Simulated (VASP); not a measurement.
# C (C2/m) in VASP: single point with HSE06

Aim: the single point of C with HSE06.

All numbers are computed with VASP 6.6.1; they aren't measurements. Logs are shortened: lines on timing, memory, paths and dates and some standing lists are left out, and cuts for length are marked.

### Step 1. The crystal as given

It takes space group C2/m (No. 12, monoclinic). Conventional cell: a = 4.261 Å, b = 2.460 Å, c = 3.832 Å, α = 90.00°, β = 111.43°, γ = 90.00°. Around C (site symmetry m) lie 3 C at 1.42 Å.

This is a stacking variant of graphite.

### Step 2. Single point, HSE06

POSCAR reads:

```
C
1.0
    2.1303800000     -1.2299500000     -0.0056400000
    2.1303800000      1.2299500000     -0.0056400000
   -1.3903300000      0.0000000000      3.5706600000
C
2
Direct
    0.8333500000      0.8333500000      0.0000500000
    0.1666500000      0.1666500000      0.9999500000
```

INCAR.step1 reads:

```
PREC     = Accurate       # precision mode
ENCUT    = 520            # plane-wave cutoff, eV
EDIFF    = 1E-5           # SCF threshold, eV
ISMEAR   = 0              # smearing method
SIGMA    = 0.02           # smearing width, eV
LREAL    = F              # projectors in reciprocal space
LASPH    = T              # aspherical terms in the spheres
NELM     = 60             # most SCF steps
ALGO     = Normal         # electronic algorithm
ISIF     = 2              # what is computed and relaxed
LWAVE    = T              # write WAVECAR
NBANDS   = 11             # bands
GGA      = PE             # functional
```

INCAR.step2 reads:

```
PREC     = Accurate       # precision mode
ENCUT    = 520            # plane-wave cutoff, eV
EDIFF    = 1E-6           # SCF threshold, eV
ISMEAR   = 0              # smearing method
SIGMA    = 0.02           # smearing width, eV
LREAL    = F              # projectors in reciprocal space
LASPH    = T              # aspherical terms in the spheres
NELM     = 60             # most SCF steps
ALGO     = Normal         # electronic algorithm
ISIF     = 2              # what is computed and relaxed
LWAVE    = F              # write WAVECAR
LCHARG   = T              # write CHGCAR
GGA      = PE             # functional
LHFCALC  = T              # exact exchange
HFSCREEN = 0.2            # screening, 1/A
PRECFOCK = Fast         
LELF     = T              # ELF
LVHAR    = T            
NBANDS   = 11             # bands
ISTART   = 1
```

KPOINTS reads:

```
regular mesh
0
Gamma
  8 8 6
```

Potentials or basis: VASP PAW PBE potentials, release 64 (C).

On the command line:

```
$ cat potpaw_PBE.64/C/POTCAR > POTCAR
$ cp INCAR.step1 INCAR
$ mpirun -np 1 vasp_std > vasp.out
$ cp INCAR.step2 INCAR
$ mpirun -np 1 vasp_std > vasp.out
```

OUTCAR:

```text
PREC = Accurate
   ENCUT = 520
   EDIFF = 1E-6
   ISMEAR = 0
   LREAL = F
   LASPH = T
   NELM = 60
   ISIF = 2
   GGA = PE
   LHFCALC = T
   HFSCREEN = 0.2
   PRECFOCK = Fast
   ISTART = 1

 ion  position               nearest neighbor table
   1  0.833  0.833  0.000-   2 1.42   2 1.42   2 1.42
   2  0.167  0.167  1.000-   1 1.42   1 1.42   1 1.42

  LATTYP: Found a base centered monoclinic cell.
 ALAT       =     4.2607749314
 B/A-ratio  =     0.5773362920
 C/A-ratio  =     0.8993181089
 COS(beta)  =    -0.3653063877

  Lattice vectors:

 A1 = (   2.1303800000,  -1.2299500000,  -0.0056400000)
 A2 = (   2.1303800000,   1.2299500000,  -0.0056400000)
 A3 = (  -1.3903300000,   0.0000000000,   3.5706600000)

Analysis of symmetry for initial positions (statically):
=====================================================================
 Subroutine PRICEL returns:
 Original cell was already a primitive cell.

 Routine SETGRP: Setting up the symmetry group for a
 base centered monoclinic supercell.

 Subroutine GETGRP returns: Found  4 space group operations
 (whereof  4 operations were pure point group operations)
 out of a pool of  4 trial point group operations.

The static configuration has the point symmetry C_2h.

Analysis of symmetry for dynamics (positions and initial velocities):
=====================================================================
 Subroutine PRICEL returns:
 Original cell was already a primitive cell.

 Routine SETGRP: Setting up the symmetry group for a
 base centered monoclinic supercell.

 Subroutine GETGRP returns: Found  4 space group operations
 (whereof  4 operations were pure point group operations)
 out of a pool of  4 trial point group operations.

The dynamic configuration has the point symmetry C_2h.

 Subroutine INISYM returns: Found  4 space group operations
 (whereof  4 operations are pure point group operations),
 and found     1 'primitive' translations

----------------------------------------------------------------------------------------

                                     Primitive cell

  volume of cell :      18.6928

  direct lattice vectors                    reciprocal lattice vectors
     2.130380000 -1.229950000 -0.005640000     0.234942100 -0.406520590  0.091480861
     2.130380000  1.229950000 -0.005640000     0.234942100  0.406520590  0.091480861
    -1.390330000  0.000000000  3.570660000     0.000742201  0.000000000  0.280349264

[... 99 lines left out ...]
   EFERMI_NEDOS =   21; number of points for ismear=-14 and -15
   IALGO  =     38    algorithm
   IMIX   =      1    mixing-type and parameters
     AMIX     =   0.40;   BMIX     =  1.00
     AMIX_MAG =   1.60;   BMIX_MAG =  1.00
  volume/ion in A,a.u.               =       9.35        63.07
  Fermi-wavevector in a.u.,A,eV,Ry     =   1.233710  2.331374 20.708620  1.522041
  Thomas-Fermi vector in A             =   2.368429
   LORBIT       =      0    0 simple, 1 ext, 2 COOP (PROOUT), +10 PAW based schemes
   GGA     = PE    functional components
   LHFCALC =     T    Hartree Fock is set to
   PRECFOCK=fast      Normal, Fast or Accurate (Low or Medium for compatibility)
   ENCUT4O =  -1.0   cutoff for four orbital integrals eV
   NKREDX  =     1    reduce k-point grid by
   NKREDY  =     1    reduce k-point grid by
   NKREDZ  =     1    reduce k-point grid by
   AEXX    =    0.2500 exact exchange contribution
   HFSCREEN=    0.2000 screening length (either q_TF or 0.3 A-1)
   HFSCREENC=   0.2000 screening length for correlation (either q_TF or 0.3 A-1)
   ENCUTFOCK=  -1.0 apply spherical cutoff to Coloumb kernel
   IVDW    =     0    specifies the selected vdW correction
   LEPSILON=     F    determine dielectric tensor
   LRPA    =     F    only Hartree local field effects (RPA)
 non-spin polarized calculation
 Gauss-broadening in eV      SIGMA  =   0.02
  energy-cutoff  :      520.00
  volume of cell :       18.69
 maximum number of plane-waves:       517
  NGX = 12; NGY = 12; NGZ = 18

 number of electron       8.0000000 magnetization

 Free energy of the ion-electron system (eV)
  ---------------------------------------------------
  ext. energy  EPLUGINS =         0.00000000
  ---------------------------------------------------
  free energy    TOTEN  =       -21.20178622 eV

  energy without entropy =      -21.20178622  energy(sigma->0) =      -21.20178622

 E-fermi :   3.3236     XC(G=0):  -8.2010

 val. band max:        3.1705148096   @ k =  -0.2500   0.3750   0.1667
 cond. band min:       5.2710503455   @ k =  -0.3750   0.3750   0.5000
 fundamental gap:      2.1005355359
 Fermi energy:         3.3236283594

 k-point     1 :       0.0000    0.0000    0.0000
  band No.  band energies     occupation
      1     -18.0642      2.00000
      2      -3.9435      2.00000
      3       0.1535      2.00000
      4       0.1540      2.00000
      5       8.3035      0.00000
      6      13.4801      0.00000
      7      13.4814      0.00000
      8      17.2681      0.00000
      9      18.1856      0.00000
     10      27.8912      0.00000
     11      28.8726      0.00000
[... 309 lines left out ...]
 k-point    24 :       0.2500   -0.0000    0.1667
  band No.  band energies     occupation
      1     -16.3639      2.00000
      2      -4.6778      2.00000
      3      -2.8116      2.00000
      4      -2.0239      2.00000
      5      12.2168      0.00000
      6      12.9072      0.00000
      7      13.2792      0.00000
      8      18.9457      0.00000
      9      20.4621      0.00000
     10      24.5897      0.00000
     11      27.6287      0.00000

 [... further k-points ...]

------------------------ aborting loop because EDIFF is reached ----------------------------------------

  FORCE on cell =-STRESS in cart. coord.  units (eV):
  Direction    XX          YY          ZZ          XY          YZ          ZX
  --------------------------------------------------------------------------------------
  -------------------------------------------------------------------------------------
  Total       -0.5070803     -0.5040193      0.1333377      0.0000000      0.0000000     -0.0000757
  in kB      -43.4622542    -43.1998913     11.4284831      0.0000000      0.0000000     -0.0064889
  external PRESSURE =     -25.0778875 kB  Pullay stress =       0.0000000 kB

 VOLUME and BASIS-vectors are now :
 -----------------------------------------------------------------------------
  energy-cutoff  :      520.00
  volume of cell :       18.69
      direct lattice vectors                 reciprocal lattice vectors
     2.130380000 -1.229950000 -0.005640000     0.234942100 -0.406520590  0.091480861
     2.130380000  1.229950000 -0.005640000     0.234942100  0.406520590  0.091480861
    -1.390330000  0.000000000  3.570660000     0.000742201  0.000000000  0.280349264

 POSITION                                       TOTAL-FORCE (eV/Angst)
 -----------------------------------------------------------------------------------
      3.55063      0.00000     -0.00922         0.001236      0.000000     -0.002307
     -0.68020      0.00000      3.56860        -0.001236      0.000000      0.002307
 -----------------------------------------------------------------------------------
    total drift:                               -0.000000      0.000000     -0.000000

  FREE ENERGIE OF THE ION-ELECTRON SYSTEM (eV)
  ---------------------------------------------------
  free  energy   TOTEN  =       -21.2017862193 eV

  energy  without entropy=      -21.2017862193  energy(sigma->0) =      -21.20178622
```

OUTCAR.step1:

```text
PREC = Accurate
   ENCUT = 520
   EDIFF = 1E-5
   ISMEAR = 0
   LREAL = F
   LASPH = T
[... 560 lines left out ...]
 -----------------------------------------------------------------------------------
      3.55063      0.00000     -0.00922         0.001124      0.000000     -0.000139
     -0.68020      0.00000      3.56860        -0.001124      0.000000      0.000139
 -----------------------------------------------------------------------------------
    total drift:                               -0.000000      0.000000      0.000000

  FREE ENERGIE OF THE ION-ELECTRON SYSTEM (eV)
  ---------------------------------------------------
  free  energy   TOTEN  =       -18.4390393672 eV

  energy  without entropy=      -18.4390393672  energy(sigma->0) =      -18.43903937
```

Wall time 19 min (1 thread of Intel Xeon Platinum 8488C (Sapphire Rapids), shared host); peak memory 0.24 GiB.

What came out:

```yaml
Free_energy: -21.2018 eV
Pressure: -2.5 GPa
Band_gap_on_the_k_mesh: 2.10 eV, indirect (least direct gap 2.11 eV)
```

Forces on the atoms (eV/Å):
```
C    0.001  0.000 -0.002
C   -0.001  0.000  0.002
```

Stress tensor (GPa, compression positive):
```
-4.35  0.00  0.00
 0.00 -4.32  0.00
 0.00  0.00  1.14
```

Levels at points of the mesh, in eV from the valence-band top:
```
           k point  band 1  band 2  band 3  band 4  band 5  band 6  band 7  band 8
(0.00, 0.00, 0.00)  -21.23   -7.11   -3.02   -3.02    5.13   10.31   10.31   14.10
(0.50, 0.00, 0.00)  -15.46  -14.21   -6.69   -1.63    3.37    9.37   13.21   13.66
(0.50, 0.50, 0.00)  -15.39  -14.15   -6.72   -2.19    2.76    9.09   14.66   15.94
(0.00, 0.00, 0.50)  -21.04   -8.66   -3.03   -3.03   10.28   10.28   10.84   14.25
(0.50, 0.00, 0.50)  -15.39  -14.15   -6.72   -2.21    2.74    9.09   14.71   16.06
(0.50, 0.50, 0.50)  -15.46  -14.20   -6.69   -1.66    3.34    9.37   13.26   13.74
```

Caveat: the PAW data sets were made with another functional, which shifts forces and pressure a little; this functional lacks dispersion, which binds the layers, so the pressure and a relaxed spacing across them are unreliable. A k mesh can miss the band edges.
